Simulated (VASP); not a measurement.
**A VASP 6.6.1 single-point calculation on RbBr**

INCAR

```
LCHARG = .FALSE.
LWAVE = .FALSE.
ISIF = 2
LREAL = .FALSE.
ENCUT = 520
PREC = Accurate
NELM = 98
IBRION = -1
NBANDS = 15
EDIFF = 1E-7
SIGMA = 0.02
ISMEAR = -1
GGA = PE
NSW = 0
LASPH = .FALSE.
```

KPOINTS

```
KPOINTS created by Atomic Simulation Environment
0
Gamma
6 6 6
0 0 0
```

POSCAR

```
Rb Br
 1.0000000000000000
     0.0832328675000000    3.4608260906999999    3.4608260906999999
     3.4608260906999999    0.0832328675000000    3.4608260906999999
     3.5440589581999999    3.5440589581999999    0.0000000000000000
 Rb  Br
   1   1
Cartesian
  0.0000000000000000  0.0000000000000000  0.0000000000000000
  3.5440589581999999  3.5440589581999999  3.4608260907000008
```

The recommended PBE PAW datasets give the neutral cell 16 valence electrons.

Command

```
mpirun -np 1 vasp_std
```

OSZICAR

```
N       E                     dE             d eps       ncg     rms          rms(c)
DAV:   1     0.838148114103E+02    0.83815E+02   -0.65317E+03  1380   0.904E+02
DAV:   2    -0.178417038671E+00   -0.83993E+02   -0.76980E+02  1937   0.164E+02
DAV:   3    -0.614078722201E+01   -0.59624E+01   -0.59301E+01  1758   0.451E+01
DAV:   4    -0.633243062877E+01   -0.19164E+00   -0.19160E+00  2112   0.725E+00
DAV:   5    -0.633359722270E+01   -0.11666E-02   -0.11666E-02  1814   0.604E-01    0.277E+00
DAV:   6    -0.611157123321E+01    0.22203E+00   -0.27114E-01  1744   0.236E+00    0.182E+00
DAV:   7    -0.609386663792E+01    0.17705E-01   -0.12638E-01  1828   0.171E+00    0.935E-01
DAV:   8    -0.610592020236E+01   -0.12054E-01   -0.14601E-02  1490   0.700E-01    0.110E-01
DAV:   9    -0.610632250812E+01   -0.40231E-03   -0.66429E-04  1901   0.132E-01    0.701E-02
DAV:  10    -0.610677223716E+01   -0.44973E-03   -0.59414E-04  1450   0.133E-01    0.273E-02
DAV:  11    -0.610677273438E+01   -0.49723E-06   -0.33334E-05  1836   0.297E-02    0.736E-03
DAV:  12    -0.610677896401E+01   -0.62296E-05   -0.93314E-06  1450   0.184E-02    0.158E-03
DAV:  13    -0.610677926738E+01   -0.30336E-06   -0.49017E-07  1898   0.365E-03    0.248E-03
DAV:  14    -0.610677930680E+01   -0.39424E-07   -0.20751E-07  1457   0.244E-03
   1 F= -.61067793E+01 E0= -.61067793E+01  d E =-.258291E-10
```

Standard output (part)

```
POSCAR found type information on POSCAR RbBr
 POSCAR found :  2 types and       2 ions
 LDA part: xc-table for (Slater+PW92), standard interpolation
 POSCAR, INCAR and KPOINTS ok, starting setup
 WAVECAR not read
 entering main loop
```

From OUTCAR

```
k-points           NKPTS =     46   k-points in BZ     NKDIM =     46   number of bands    NBANDS=     15

   NELECT =      16.0000    total number of electrons

   dimension x,y,z NGX =    36 NGY =   36 NGZ =   40
   dimension x,y,z NGXF=    72 NGYF=   72 NGZF=   80

  energy-cutoff  :      520.00
  volume of cell :       82.85
      direct lattice vectors                 reciprocal lattice vectors
     0.083232868  3.460826091  3.460826091    -0.148034404  0.148034404  0.144474177
     3.460826091  0.083232868  3.460826091     0.148034404 -0.148034404  0.144474177
     3.544058958  3.544058958  0.000000000     0.141081174  0.141081174 -0.144474177

 k-points in reciprocal lattice and weights: KPOINTS created by Atomic Simulation Env
   0.00000000  0.00000000  0.00000000       0.005
   0.16666667 -0.00000000  0.00000000       0.019
   0.33333333 -0.00000000  0.00000000       0.019
   0.50000000  0.00000000  0.00000000       0.009
   0.16666667  0.16666667  0.00000000       0.009
   0.33333333  0.16666667  0.00000000       0.019
   0.50000000  0.16666667  0.00000000       0.019
  -0.33333333  0.16666667  0.00000000       0.019
   ...

 E-fermi :  -1.4305

 k-point     1 :       0.0000    0.0000    0.0000
  band No.  band energies     occupation
      1     -26.3394      2.00000
      2     -14.0092      2.00000
      3     -10.4134      2.00000
      4     -10.4132      2.00000
      5     -10.4127      2.00000
      6      -1.8910      2.00000
      7      -1.8582      2.00000
      8      -1.8153      2.00000
      9       2.4271      0.00000
     10       5.2339      0.00000
     11       5.4138      0.00000
     12       5.5991      0.00000
     13       6.2830      0.00000
     14       6.2950      0.00000
     15       9.0702      0.00000

 k-point     2 :       0.1667   -0.0000    0.0000
  band No.  band energies     occupation
      1     -26.3372      2.00000
      2     -14.0165      2.00000
      3     -10.4176      2.00000
      4     -10.4140      2.00000
      5     -10.4062      2.00000
      6      -2.1263      2.00000
      7      -1.9852      2.00000
      8      -1.9355      2.00000
      9       3.0622      0.00000
     10       5.3442      0.00000
     11       5.5631      0.00000
     12       5.8107      0.00000
     13       6.6729      0.00000
     14       6.6819      0.00000
     15      10.1254      0.00000

 k-point     3 :       0.3333   -0.0000    0.0000
  band No.  band energies     occupation
      1     -26.3327      2.00000
      2     -14.0308      2.00000
      3     -10.4260      2.00000
      4     -10.4164      2.00000
      5     -10.3923      2.00000
      6      -2.5943      2.00000
      7      -2.1618      2.00000
      8      -2.1082      2.00000
      9       4.3103      0.00000
     10       5.4367      0.00000
     11       6.4786      0.00000
     12       6.7388      0.00000
     13       7.6036      0.00000
     14       7.6764      0.00000
     15       9.5963      0.00000

 ...

  Total        0.2935640      0.2935640      0.2885727     -0.0977675      0.0000000      0.0000000
  in kB        5.6766910      5.6766910      5.5801740     -1.8905457      0.0000000      0.0000000
  external PRESSURE =       5.6445187 kB  Pullay stress =       0.0000000 kB

 POSITION                                       TOTAL-FORCE (eV/Angst)
 -----------------------------------------------------------------------------------
      0.00000      0.00000      0.00000         0.000000     -0.000000      0.000000
      3.54406      3.54406      3.46083        -0.000000      0.000000     -0.000000
 -----------------------------------------------------------------------------------
    total drift:                                0.000000      0.000000      0.000000

  FREE ENERGIE OF THE ION-ELECTRON SYSTEM (eV)
  ---------------------------------------------------
  free  energy   TOTEN  =        -6.1067793068 eV

  energy  without entropy=       -6.1067793068  energy(sigma->0) =       -6.10677931
```

It converged. Results: gap between bands v and c on the k mesh 4.24 eV; least direct gap on the k mesh 4.24 eV; pressure 0.6 GPa. Band v is the last that the valence electrons fill when counted band by band, and c is the next.

For comparison, a separate PBE run of the intended cell, on usual settings and not on those above, gives a gap of 4.24 eV on its mesh and a pressure of 0.6 GPa.

The run above took about 53 s on one core of a shared host (Intel Xeon Platinum 8488C) and held 0.24 GiB at most.
